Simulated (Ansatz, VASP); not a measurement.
# C in VASP and in Ansatz

```
C
1.0
    -1.12978    1.12978    1.12978
     1.12978   -1.12978    1.12978
     1.12978    1.12978   -1.12978
C
1
Direct
  0.00000 0.00000 0.00000
```

Alike in both runs: functional LDA; k mesh 24 × 24 × 24; occupations fermi-dirac, width 0.1 eV; no spin polarisation.

Ansatz relaxed the structure, and its values are those at the end. VASP's run is a single point on that final structure, the one shown.

```csv
,VASP,Ansatz
version,VASP 6.6.1,Ansatz 0.2.0
potentials or method,"VASP PAW LDA potentials, release 64 (C), cutoff 520 eV","all-electron LAPW, scalar-relativistic"
```

```tsv
	VASP	Ansatz	Ansatz less VASP
pressure (GPa)	24.9	24.0	-0.88
```

Ansatz ran all-electron here, so the differences hold the error of VASP's frozen core and of both bases.

Caveats: so large a pressure means that the cell lies far from this level's equilibrium, or that cutoff or potentials fall short (VASP).
